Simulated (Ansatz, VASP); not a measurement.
**One calculation of CdSe, two programs**

```
Cd Se
1.0
     4.24751    0.00000    0.00000
    -2.12375    3.67845    0.00000
     0.00000    0.00000    6.94138
Cd Se
2 2
Direct
  0.66667 0.33333 0.50026
  0.33333 0.66667 0.00026
  0.66667 0.33333 0.87560
  0.33333 0.66667 0.37560
```

Alike in both runs: functional LDA; k mesh 10 × 10 × 4; no spin polarisation.

Ansatz relaxed the structure, and its values are those at the end. VASP's run is a single point on that final structure, the one shown.

|  | VASP | Ansatz |
| --- | --- | --- |
| version | VASP 6.6.1 | Ansatz 0.2.0 |
| potentials or method | VASP PAW LDA potentials, release 64 (Cd, Se) | scalar-relativistic, plane waves, PAW |
| plane-wave cutoff (eV) | 520 | 600 |
| occupations | gaussian, width 0.01 eV | fixed |
| valence electrons in the cell | 36 | 72 |

VASP gave:

```
gap on the k mesh at the Fermi level (eV) : 0.50
least direct gap on the mesh (eV)         : 0.50
pressure (GPa)                            : 0.5
```

Task: Which values does Ansatz return?

Result: gap on the k mesh at the Fermi level (eV): 0.46; least direct gap on the mesh (eV): 0.46; pressure (GPa): 0.0.

The two sets of potentials don't hold the same shells in valence. Ansatz warned: «pseudo_functional_mismatch».
